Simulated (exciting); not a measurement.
LiCl under changes of volume

One of the cells (16.871 Å³/atom); the others are scaled copies at fixed shape and fractional positions:

```
CELL_PARAMETERS angstrom
0.00000 2.56477 2.56477
2.56477 0.00000 2.56477
2.56477 2.56477 0.00000
ATOMIC_POSITIONS crystal
Cl 0.50000 0.50000 0.50000
Li 0.00000 0.00000 0.00000
```

```yaml
Program: exciting (release sodium)
Functional: PBE
Potentials_or_basis: all-electron LAPW+lo, shipped species files, valence relativity zora
rgkmax: 7
k_mesh: 9 × 9 × 9
Occupations: fermi-dirac, width 0.05 eV
Spin: no spin polarisation
```

```csv
volume (Å³/atom),energy over the lowest point (meV/atom),gap on the mesh (eV)
15.859,9.96,6.71
16.196,5.04,6.58
16.534,1.80,6.46
16.871,0.18,6.34
17.209,0.00,6.23
17.546,1.04,6.12
17.883,?,?
```

Q: What does the run at 17.883 Å³/atom give?

A: Energy over the lowest point 3.19 meV/atom; gap on the mesh 6.02 eV.

Worked out: A Birch-Murnaghan fit of order 3 (a polynomial in V^(-2/3)) to the other rows has its minimum at 17.09 Å³/atom with B0 = V·E''(V) = 32 GPa and B' = 4.3. It gives 3.26 meV/atom at 17.883 Å³/atom, against the run's 3.19. A straight line through the other rows of the gap, of slope -5.82 eV per unit of ln V (its deformation potential), extrapolates to 6.01 eV, against the run's 6.02.

Energies are extrapolated to zero smearing.

Caveats: an odd mesh through Γ misses points on the zone boundary, where band edges often lie.
